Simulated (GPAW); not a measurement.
# Al (P6/mmm) in GPAW: settings compared

Aim: see how the results for Al move with the level of theory and the settings. Levels: r2SCAN, PBEsol. Tasks: single point.

Everything below comes from runs of GPAW 26.7.0. Logs are shortened: lines on timing, memory, paths and dates and some standing lists are left out, and cuts for length are marked. The log counts tension as positive stress, the text compression.

### 1 The structure

It takes space group P6/mmm (No. 191, hexagonal). The conventional cell has a = 4.492 Å, b = 4.492 Å, c = 2.723 Å, α = 90.00°, β = 90.00°, γ = 120.00°. Al (site symmetry -6m2) has 5 Al at 2.59 to 2.72 Å as nearest neighbours.

The cell was built by a generator and needn't be a form met in nature.

### 2 Single point, r2SCAN

Contents of run.py:

```python
from ase import Atoms
from ase.dft.bandgap import bandgap
from ase.io import write
from ase.units import GPa
from gpaw import GPAW, PW

atoms = Atoms(['Al', 'Al'],
              cell=[[4.4916001283, 0.0, 0.0],
                    [-2.2458000642, 3.8898398148, 0.0],
                    [0.0, 0.0, 2.7226]],
              scaled_positions=[[0.33333, 0.66667, 0.0],
                                [0.6666633333, 0.3333366667, 0.0]],
              pbc=True)

calc = GPAW(mode=PW(600),
            xc='MGGA_X_R2SCAN+MGGA_C_R2SCAN',
            kpts={'size': (7, 7, 10), 'gamma': True},
            occupations={'name': 'fermi-dirac', 'width': 0.05},
            nbands=10,
            convergence={'density': 1e-05, 'energy': 1e-05},
            maxiter=150,
            txt='gpaw.txt')
atoms.calc = calc
energy = atoms.get_potential_energy()
forces = atoms.get_forces()
stress = atoms.get_stress()
calc.write('gs.gpw')
write('result.traj', atoms)
print(f'Energy: {energy:.6f} eV')
print('Forces (eV/A):')
print(forces.round(4))
print('Stress (GPa):', (stress / GPa).round(3))
print('Fermi level:', round(calc.get_fermi_level(), 4), 'eV')
print(f'Gap: {bandgap(calc)[0]:.4f} eV, direct: {bandgap(calc, direct=True)[0]:.4f} eV')
```

Potentials or basis: GPAW PAW data sets (gpaw-data 1.2.1), pw.

Launch:

```bash
OMP_NUM_THREADS=1 python run.py
```

gpaw.txt:

```text
__  _  _
 | _ |_)|_||  |
 |__||  | ||/\| - 26.7.0

Input parameters:
  mode=PW(ecut=600.0),
  convergence={'density': 1e-05, 'energy': 1e-05},
  kpts=MonkhorstPack(size=(7, 7, 10), gamma=True),
  maxiter=150,
  nbands=10,
  occupations=Occupations(name='fermi-dirac', width=0.05),
  xc=XC(name='MGGA_X_R2SCAN+MGGA_C_R2SCAN')

Diagonalizing LCAO Hamiltonian
Converting LCAO to pw mode

        Al  Al

Atoms  # Å, Bohr magnetons
|   | symbol |         x |        y |        z |    initial magnetic moments |
|---|--------|-----------|----------|----------|-----------------------------|
| 0 |     Al | -0.000022 | 2.593240 | 0.000000 | ( 0.0000,  0.0000,  0.0000) |
| 1 |     Al |  2.245778 | 1.296626 | 0.000000 | ( 0.0000,  0.0000,  0.0000) |

Unit cell  # Å
| periodic |         x |        y |        z |  lengths |     angles |
|----------|-----------|----------|----------|----------|------------|
|      yes |  4.491600 | 0.000000 | 0.000000 | 4.491600 |  90.000000 |
|      yes | -2.245800 | 3.889840 | 0.000000 | 4.491600 |  90.000000 |
|      yes |  0.000000 | 0.000000 | 2.722600 | 2.722600 | 120.000000 |

Number of symmetries: 4
Symmetry operations  # r_c * U_cc + t_c -> r_c
|   | kind |            matrix            |
|---|------|------------------------------|
| 0 |  E   |  1, 0, 0,  0, 1, 0,  0, 0, 1 |
| 1 |  σ   |  1, 0, 0,  0, 1, 0,  0, 0,-1 |
| 2 |  σ   |  0,-1, 0, -1, 0, 0,  0, 0, 1 |
| 3 |  C2  |  0,-1, 0, -1, 0, 0,  0, 0,-1 |

BZ-sampling:
  Number of BZ points: 490
  Number of IBZ points: 96

  Monkhorst-Pack size: [7, 7, 10]
  Monkhorst-Pack shift: [0.0, 0.0, 0.05]

K-points  # in reciprocal-cell coordinates
|     |                                coordinates |     weight |
|-----|--------------------------------------------|------------|
|   0 | (  0.00000000,   0.00000000,   0.00000000) | 0.00204082 |
|   1 | (  0.00000000,   0.00000000,   0.10000000) | 0.00408163 |
|   2 | (  0.00000000,   0.00000000,   0.20000000) | 0.00408163 |
|   3 | (  0.00000000,   0.00000000,   0.30000000) | 0.00408163 |
|   4 | (  0.00000000,   0.00000000,   0.40000000) | 0.00408163 |
|   5 | (  0.00000000,   0.00000000,   0.50000000) | 0.00204082 |
|   6 | (  0.14285714,  -0.14285714,   0.00000000) | 0.00408163 |
|   7 | (  0.14285714,  -0.14285714,   0.10000000) | 0.00816327 |
|   8 | (  0.14285714,  -0.14285714,   0.20000000) | 0.00816327 |
|   9 | (  0.14285714,  -0.14285714,   0.30000000) | 0.00816327 |
| ... |                                            |            |
|  95 | (  0.42857143,   0.42857143,   0.50000000) | 0.00408163 |

Plane wave coefficients: 1607
Cutoff: 600.0 eV

Spin-components: 1 (collinear spins)
Bands:           10
Projectors:      10
Spin-degeneracy: 2
Datatype:        complex128

Parallelization:
  kpt:    1
  domain: 1
  band:   1

Density:
  Valence electrons: 6.0
  Components: 1
  Grid points: [27 27 16]
  Charge: 0.0  # |e|

Potential:
  Grid points: [27 27 16]

species:
  Al:
    name:    Aluminium
    Z:       13.0
    valence: 3
    core:    10
    charge:  0.0  # [|e|]
    compensation charges:
      type: gauss
      rc: 0.34  # [Å]
      lmax: 2
    cutoffs:
      filter: 1.91  # [Å]
      core: 2.36  # [Å]
    projectors
    | kind |    occ | energy [eV] | rcut [Å] |
    |------|--------|-------------|----------|
    |   3s |  2.000 |      -7.753 |    1.085 |
    |   3p |  1.000 |      -2.712 |    1.085 |
    |    s |        |      19.459 |    1.085 |
    |    p |        |      24.499 |    1.085 |
    |    d |        |       0.000 |    1.085 |

    Using partial waves for Al as LCAO basis

Reference energy: -13206.846530  # eV

eigensolver:
  PPCG
  Converge bands: occupied
  niter=2

density mixing:
  MSR1-Mixer
  Pratt-step length: 0.05
  Maximum mixing coefficient: 0.75
  Old densities: 10
  SVD Regularization: 0.005
  Good broyden scale: 1.0
  Trust region scale: 1.0
  Backstep threshold: 4.0
  History deletion threshold: 6.0
  Fourier metric: weight=20.0, sigma=0.015

occupation numbers:
  Fermi-Dirac:
    width: 0.0500  # eV

poisson solver:
  ecut: 4800.0  # eV

xc functional:
  name: MGGA_X_R2SCAN+MGGA_C_R2SCAN with 2 nearest neighbor stencil

convergence criteria:
- Maximum integral of absolute [dens]ity change: 1e-05 electrons / valence electron
- Maximum [total energy] change in last 3 cyles: 1e-05 eV / valence electron
- Maximum integral of absolute [eigenst]ate change: 4e-08 eV^2 / valence electron
maximum number of iterations: 150

SCF iterations
|iter     | |      energy | eigst |  dens |
|---------|-|-------------|-------|-------|
|iter:   1| |  -12.772360 | -0.18 |       |
|iter:   2| |  -12.198213 | -1.74 | -0.92 |
|iter:   3| |  -12.044530 | -1.94 | -0.92 |
|iter:   4| |  -12.213487 | -1.82 | -0.90 |
|iter:   5| |  -12.214959 | -3.85 | -1.96 |
|iter:   6| |  -12.215228 | -4.85 | -2.33 |
|iter:   7| |  -12.215224 | -6.47 | -3.28 |
|iter:   8| |  -12.215225c| -7.71c| -3.74 |
|iter:   9| |  -12.215225c| -7.49c| -4.61 |
|iter:  10| |  -12.215225c| -7.98c| -5.00c|

Converged in 10 steps
Energy contributions relative to reference atoms: (reference = -13206.846530)

Energy contributions:
  Kinetic:           5.932019
  Coulomb:          -3.445289
  Zero:             -0.019418
  External:          0.000000
  Xc:              -14.680583
  Entropy:          -0.003907
  Spinorbit:         0.000000
  ----------------------------
  Free energy:     -12.217178
  Extrapolated:    -12.215225

dipole moment: (-0.000097, 0.000054, -9.340809)  # |e|*Ang

Fermi level: 3.601
Eigenvalues  # (at kpt = [0.000, 0.000, 0.000])
| band index |      eig [eV] | occ [0-2] |
|------------|---------------|-----------|
|          0 |        -5.867 |     2.000 |
|          1 |         2.610 |     2.000 |
|          2 |         2.610 |     2.000 |
|          3 |         3.396 |     1.967 |
|          4 |         5.974 |     0.000 |
|          5 |         5.974 |     0.000 |
|          6 |         9.561 |     0.000 |
|          7 |        13.899 |     0.000 |
|          8 |        14.345 |     0.000 |
|          9 |        21.069 |     0.000 |

No gap
No difference between direct/indirect transitions

Forces  # eV/Ang
|        x |        y |       z |
|----------|----------|---------|
|  0.00001 | -0.00000 | 0.00000 |  # Al   0
| -0.00001 |  0.00000 | 0.00000 |  # Al   1

Stress tensor  # eV/Ang^3
|         x |         y |         z |
|-----------|-----------|-----------|
| -0.007851 | -0.000000 |  0.000000 |
| -0.000000 | -0.007851 |  0.000000 |
|  0.000000 |  0.000000 | -0.000964 |

# Writing to gs.gpw (mode='')
```

Wall time 80 s (1 thread of Arm Neoverse V1, shared host); peak memory 0.21 GiB.

Results:

| Item | Value |
| --- | --- |
| Free energy | -12.2172 eV |
| Pressure | 0.9 GPa |
| Band gap on the k mesh | none (metal or under the smearing width) |

Levels at points of the mesh, in eV from the Fermi level:
```
           k point  band 1  band 2  band 3  band 4  band 5  band 6
(0.00, 0.00, 0.00)   -9.47   -0.99   -0.99   -0.21    2.37    2.37
(0.00, 0.00, 0.50)   -4.63   -3.94    2.61    2.61    3.04    5.67
```

Caveat: the PAW data sets were made with another functional, which shifts forces and pressure a little.

### 3 Single point, PBEsol

Changes to run.py since step 2:

```diff
@@ -4,3 +4,5 @@
 from ase.units import GPa
-from gpaw import GPAW, PW
+from gpaw import GPAW, PW, setup_paths
+
+setup_paths.insert(0, '.')
 
@@ -15,3 +17,3 @@
 calc = GPAW(mode=PW(600),
-            xc='MGGA_X_R2SCAN+MGGA_C_R2SCAN',
+            xc='PBEsol',
             kpts={'size': (7, 7, 10), 'gamma': True},
```

Potentials or basis: PAW data sets generated in the run's folder for this functional, pw.

Launch:

```bash
gpaw-setup -f PBEsol Al
OMP_NUM_THREADS=1 python run.py
```

gpaw.txt:

```text
__  _  _
 | _ |_)|_||  |
 |__||  | ||/\| - 26.7.0

Input parameters:
  mode=PW(ecut=600.0),
  convergence={'density': 1e-05, 'energy': 1e-05},
  kpts=MonkhorstPack(size=(7, 7, 10), gamma=True),
  maxiter=150,
  nbands=10,
  occupations=Occupations(name='fermi-dirac', width=0.05),
  xc=XC(name='PBEsol')

Diagonalizing LCAO Hamiltonian
Converting LCAO to pw mode

        Al  Al

Atoms  # Å, Bohr magnetons
|   | symbol |         x |        y |        z |    initial magnetic moments |
|---|--------|-----------|----------|----------|-----------------------------|
| 0 |     Al | -0.000022 | 2.593240 | 0.000000 | ( 0.0000,  0.0000,  0.0000) |
| 1 |     Al |  2.245778 | 1.296626 | 0.000000 | ( 0.0000,  0.0000,  0.0000) |

Unit cell  # Å
| periodic |         x |        y |        z |  lengths |     angles |
|----------|-----------|----------|----------|----------|------------|
|      yes |  4.491600 | 0.000000 | 0.000000 | 4.491600 |  90.000000 |
|      yes | -2.245800 | 3.889840 | 0.000000 | 4.491600 |  90.000000 |
|      yes |  0.000000 | 0.000000 | 2.722600 | 2.722600 | 120.000000 |

Number of symmetries: 4
Symmetry operations  # r_c * U_cc + t_c -> r_c
|   | kind |            matrix            |
|---|------|------------------------------|
| 0 |  E   |  1, 0, 0,  0, 1, 0,  0, 0, 1 |
| 1 |  σ   |  1, 0, 0,  0, 1, 0,  0, 0,-1 |
| 2 |  σ   |  0,-1, 0, -1, 0, 0,  0, 0, 1 |
| 3 |  C2  |  0,-1, 0, -1, 0, 0,  0, 0,-1 |

BZ-sampling:
  Number of BZ points: 490
  Number of IBZ points: 96

  Monkhorst-Pack size: [7, 7, 10]
  Monkhorst-Pack shift: [0.0, 0.0, 0.05]
[... 90 lines left out ...]

xc functional:
  name: PBEsol with 2 nearest neighbor stencil

convergence criteria:
- Maximum integral of absolute [dens]ity change: 1e-05 electrons / valence electron
- Maximum [total energy] change in last 3 cyles: 1e-05 eV / valence electron
- Maximum integral of absolute [eigenst]ate change: 4e-08 eV^2 / valence electron
maximum number of iterations: 150

SCF iterations
|iter     | |      energy | eigst |  dens |
|---------|-|-------------|-------|-------|
|iter:   1| |   -7.050849 | -0.33 |       |
|iter:   2| |   -7.053919 | -2.43 | -0.92 |
|iter:   3| |   -7.051239 | -2.77 | -0.95 |
|iter:   4| |   -7.049457 | -3.51 | -1.50 |
|iter:   5| |   -7.049561 | -5.66 | -2.39 |
|iter:   6| |   -7.049569 | -7.16 | -3.06 |
|iter:   7| |   -7.049568c| -8.01c| -3.65 |
|iter:   8| |   -7.049568c| -8.51c| -4.59 |
|iter:   9| |   -7.049568c| -8.99c| -4.96 |
|iter:  10| |   -7.049568c| -9.85c| -5.58c|

Converged in 10 steps
Energy contributions relative to reference atoms: (reference = -13180.255454)

Energy contributions:
  Kinetic:          10.444204
  Coulomb:          -7.727259
  Zero:             -0.006002
  External:          0.000000
  Xc:               -9.757868
  Entropy:          -0.005284
  Spinorbit:         0.000000
  ----------------------------
  Free energy:      -7.052210
  Extrapolated:     -7.049568

dipole moment: (-0.000096, 0.000053, -9.379820)  # |e|*Ang

Fermi level: 3.552
Eigenvalues  # (at kpt = [0.000, 0.000, 0.000])
| band index |      eig [eV] | occ [0-2] |
|------------|---------------|-----------|
|          0 |        -5.386 |     2.000 |
|          1 |         2.705 |     2.000 |
|          2 |         2.705 |     2.000 |
|          3 |         3.158 |     1.999 |
|          4 |         5.757 |     0.000 |
|          5 |         5.757 |     0.000 |
|          6 |         8.939 |     0.000 |
|          7 |        13.124 |     0.000 |
|          8 |        13.606 |     0.000 |
|          9 |        19.677 |     0.000 |

No gap
No difference between direct/indirect transitions

Forces  # eV/Ang
|        x |        y |       z |
|----------|----------|---------|
| -0.00000 |  0.00000 | 0.00000 |  # Al   0
|  0.00000 | -0.00000 | 0.00000 |  # Al   1

Stress tensor  # eV/Ang^3
|         x |         y |        z |
|-----------|-----------|----------|
| -0.006229 |  0.000000 | 0.000000 |
|  0.000000 | -0.006229 | 0.000000 |
|  0.000000 |  0.000000 | 0.001309 |

# Writing to gs.gpw (mode='')
```

stdout:

```text
Energy: -7.049568 eV
Forces (eV/A):
[[-0.  0.  0.]
 [ 0. -0.  0.]]
Stress (GPa): [-0.998 -0.998  0.21   0.     0.     0.   ]
Fermi level: 3.5521 eV
Gap: 0.0000 eV, direct: 0.0000 eV
```

It took 26 s on 1 thread of Arm Neoverse V1, shared host; peak memory 0.18 GiB.

What came out:

* Free energy: -7.0522 eV
* Pressure: 0.6 GPa
* Band gap on the k mesh: none (metal or under the smearing width)

Levels at points of the mesh, in eV from the Fermi level:
| k point | band 1 | band 2 | band 3 | band 4 | band 5 | band 6 |
| --- | --- | --- | --- | --- | --- | --- |
| (0.00, 0.00, 0.00) | -8.94 | -0.85 | -0.85 | -0.39 | 2.20 | 2.20 |
| (0.00, 0.00, 0.50) | -4.46 | -3.65 | 2.49 | 2.49 | 2.82 | 5.42 |
